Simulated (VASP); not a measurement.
Input of a VASP 6.6.1 run:

Contents of INCAR:

```
SYSTEM = KF
  ALGO = Normal
  EDIFF = 1E-7
  EDIFFG = -0.01
  ENCUT = 600
  GGA = PS
  IBRION = 2
  ISIF = 2
  ISMEAR = 0
  LASPH = .TRUE.
  LCHARG = .FALSE.
  LREAL = .FALSE.
  LWAVE = .FALSE.
  NELM = 80
  NSW = 40
  PREC = Accurate
  SIGMA = 0.03
```

KPOINTS

```
k-points
0
G
  10 10 10
  0 0 0
```

POSCAR

```
KF                                      
1.0
   -0.0000000000      2.6007716642      2.6007716642
    2.6007716642      0.0000000000      2.6007716642
    2.6007716642      2.6007716642      0.0000000000
  K               F             
     1     1
Direct
     0.0000000000000000    0.0000000000000000    1.0000000000000000
     0.5000000000000000    0.5000000000000000    0.5000000000000000
```

Potentials or basis: VASP PAW PBE potentials, release 64 (K_sv, F).

Launch:

```bash
$ cat potpaw_PBE.64/K_sv/POTCAR potpaw_PBE.64/F/POTCAR > POTCAR
$ mpirun -np 1 vasp_std > vasp.out
```

(1) Estimate the band gap on the k mesh.

## Answers

(1) 6.45 eV, direct.

Caveat: the relaxation stopped at its first step, so nothing moved.
